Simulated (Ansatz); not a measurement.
**Si31Pd: course of a relaxation**

Theory: DFT PBEsol, scalar-relativistic, plane waves, PAW (Ansatz). Settings: 420 eV cutoff, 3×3×3 k-mesh, Gaussian smearing of 0.02 eV, no spin polarisation.

What was changed: Pd on a Si site (Wyckoff letter a), charge +0, atoms relaxed at the host's cell.

In a supercell of 32 atoms the defect feels its periodic images, and the cell reads as a metal on the mesh, so a level in the gap can't be told from a carrier in the bands.

Spin polarisation was left out.

Command:

```bash
ansatz run input.yaml --threads 4 --pin off --max-ram 8192MiB --backend cpu --events-out ev --progress --plain --runs-dir out
```

Input:

```yaml
crystal:
  lattice:
    - [5.4338342752, 5.4338342752, 5.4338342752]
    - [-5.4338342752, 5.4338342752, -5.4338342752]
    - [-5.4338342752, -5.4338342752, 5.4338342752]
  atoms:
    - { symbol: Pd, position: [0.7507021979, -0.012759636, 0.0013603668] }
    - { symbol: Si, position: [0.75, 0.75, 0.25] }
    - { symbol: Si, position: [0.0, 0.75, 0.0] }
    - { symbol: Si, position: [0.75, 0.5, 0.5] }
    - { symbol: Si, position: [0.0, 0.5, 0.25] }
    - { symbol: Si, position: [0.25, 0.5, 0.0] }
    - { symbol: Si, position: [0.75, 0.25, 0.75] }
    - { symbol: Si, position: [0.0, 0.25, 0.5] }
    - { symbol: Si, position: [0.25, 0.25, 0.25] }
    - { symbol: Si, position: [0.5, 0.25, 0.0] }
    - { symbol: Si, position: [0.0, 0.0, 0.75] }
    - { symbol: Si, position: [0.25, 0.0, 0.5] }
    - { symbol: Si, position: [0.5, 0.0, 0.25] }
    - { symbol: Si, position: [0.25, 0.75, 0.75] }
    - { symbol: Si, position: [0.5, 0.75, 0.5] }
    - { symbol: Si, position: [0.5, 0.5, 0.75] }
    - { symbol: Si, position: [0.4975763723, -0.0063734648, -0.0012728379] }
    - { symbol: Si, position: [0.5, 0.75, 0.25] }
    - { symbol: Si, position: [0.7456849337, 0.7635477731, 0.0009165588] }
    - { symbol: Si, position: [0.5, 0.5, 0.5] }
    - { symbol: Si, position: [0.75, 0.5, 0.25] }
    - { symbol: Si, position: [0.0, 0.5, 0.0] }
    - { symbol: Si, position: [0.5, 0.25, 0.75] }
    - { symbol: Si, position: [0.75, 0.25, 0.5] }
    - { symbol: Si, position: [-0.0006921407, 0.2308442319, 0.2367532081] }
    - { symbol: Si, position: [0.25, 0.25, 0.0] }
    - { symbol: Si, position: [0.74488091, -0.000692079, 0.7455163762] }
    - { symbol: Si, position: [0.0, 0.0, 0.5] }
    - { symbol: Si, position: [0.25, 0.0, 0.25] }
    - { symbol: Si, position: [0.0, 0.75, 0.75] }
    - { symbol: Si, position: [0.25, 0.75, 0.5] }
    - { symbol: Si, position: [0.25, 0.5, 0.75] }
  host:
    lattice:
      - [0.0, 2.7169171376, 2.7169171376]
      - [2.7169171376, 0.0, 2.7169171376]
      - [2.7169171376, 2.7169171376, 0.0]
    atoms:
      - { symbol: Si, position: [0.75, 0.75, 0.75] }
      - { symbol: Si, position: [0.5, 0.5, 0.5] }
basis:
  ecutwfc: 420
  xc_grid: 2
kpoints:
  mp_grid: { grid: [3, 3, 3], shift: [0.0, 0.0, 0.0] }
hamiltonian:
  xc: pbesol
scf:
  occupations: { method: gaussian, width: 0.02 }
output:
  forces: true
  stress: false
  eigenvalues: true
  charged_corrections:
    defect_position: [0.75, 0.0, 0.0]
    epsilon: [[13.2922, 0.0, 0.0], [0.0, 13.2922, 0.0], [0.0, 0.0, 13.2922]]
  write_density: true
  write_potential: true
  elf: true
  volumetric_format: npy
relax:
  adjacent_minimum: "off"
  f_tol: 0.025
  max_steps: 45
```

F is the free energy.

Steps:

| step | F − F(1) (eV) | largest force component (eV/Å) |
| --- | --- | --- |
| 1 | 0.0000 | 2.691 |
| 2 | -0.5114 | 0.818 |
| 3 | -0.5385 | 0.492 |
| 4 | -0.5635 | 0.094 |
| 5 | -0.5717 | 0.237 |
| 6 | -0.5902 | 0.162 |
| 7 | -0.5551 | 0.360 |
| 8 | -0.6086 | 0.073 |
| 9 | -0.6207 | 0.052 |
| 10 | -0.6231 | 0.017 |

Relaxed structure:

```xyz
32
Lattice="5.4338 5.4338 5.4338 -5.4338 5.4338 -5.4338 -5.4338 -5.4338 5.4338" Properties=species:S:1:pos:R:3 pbc="T T T"
Pd    4.0773    4.0724    4.0749
Si   -1.3571    6.7758    1.4226
Si   -4.0563    4.0759   -4.0101
Si   -1.3544    4.0720    4.0747
Si   -3.9757    1.2596   -1.3441
Si   -1.3539    4.0719   -1.3591
Si   -1.3567    1.3681    6.7270
Si   -4.0841   -1.3659    1.4232
Si   -1.3487    1.3699    1.4246
Si    1.3495    4.0758    1.2927
Si   -4.1643   -4.1724    4.0594
Si   -1.3530   -1.3618    4.0753
Si    1.4582    1.4504    4.0597
Si   -6.7824    1.3395    1.2914
Si   -4.0556    4.0676    1.2918
Si   -4.1643    1.4485    4.0903
Si    2.8007    2.7895    2.5913
Si   -2.6811    5.4641   -0.0136
Si   -0.0726    8.2269    0.1218
Si   -2.7453    2.7438    2.7295
Si    0.0372    5.3996    2.7290
Si   -2.6811    2.6797   -2.7046
Si   -2.7520    0.0365    5.3852
Si    0.0374    2.7443    5.4204
Si   -2.6332   -0.0796    0.1250
Si   -0.0256    2.6809   -0.0137
Si   -0.0719   -0.0831    8.0276
Si   -2.7519   -2.7601    2.7648
Si    0.0458    0.0372    2.7657
Si   -8.1793   -0.0341   -0.0137
Si   -5.3880    2.6725   -0.0496
Si   -5.4590    0.0287    2.7295
```

The run converged. Time: 10 min on 4 threads of Intel(R) Xeon(R) Processor @ 2.10GHz (Emerald Rapids) (shared host), peak memory 2 GiB.